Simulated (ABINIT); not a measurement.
# NiO: single point with PBEsol

Crystal: NiO.

```
Ni O
1.0
     0.00000    2.08590    2.08590
     2.08590    0.00000    2.08590
     2.08590    2.08590    0.00000
Ni O
1 1
Direct
  0.00000 0.00000 0.00000
  0.50000 0.50000 0.50000
```

```
Program             : ABINIT 10.8.3 (patched build)
Task                : single point
Functional          : PBEsol
Potentials or basis : JTH PAW PBE v2.0
Cutoff              : 816 eV
k mesh              : 9 × 9 × 9
Occupations         : fermi-dirac, width 0.05 eV
Spin                : collinear spin, ferromagnetic start
Starting moments    : [1.0, 0.0] μB
```

| Item | Value |
| --- | --- |
| Band gap on the k mesh | none (metal or under the smearing width) |
| Net moment | 0.18 μB per cell |
| Site moments | Ni +0.15; O +0.02 μB |
| Valence electrons inside the program's atomic spheres | Ni 15.78; O 4.50 |

Levels at points of the mesh, in eV from the Fermi level:
Spin up:
```
           k point  band 9  band 10  band 11  band 12  band 13  band 14  band 15  band 16
(0.00, 0.00, 0.00)   -1.88    -1.88    -1.88    -1.70    -1.70     1.52    17.57    18.88
```
Spin down:
```
           k point  band 8  band 9  band 10  band 11  band 12  band 13  band 14  band 15  band 16  band 17
(0.00, 0.00, 0.00)   -3.12   -1.79    -1.79    -1.79    -1.46    -1.46     1.56    17.57    18.91    18.91
```

Wall time 86 s on 1 thread of Arm Neoverse V1, on a shared host, peak memory 0.14 GiB.

The gap isn't set beside the measured one, since this odd mesh misses points on the zone boundary.

Caveat: small starting moments can end in a higher magnetic state in this program; semilocal functionals often make such compounds metallic where correlation or magnetic order opens a gap, which also shifts bond lengths.
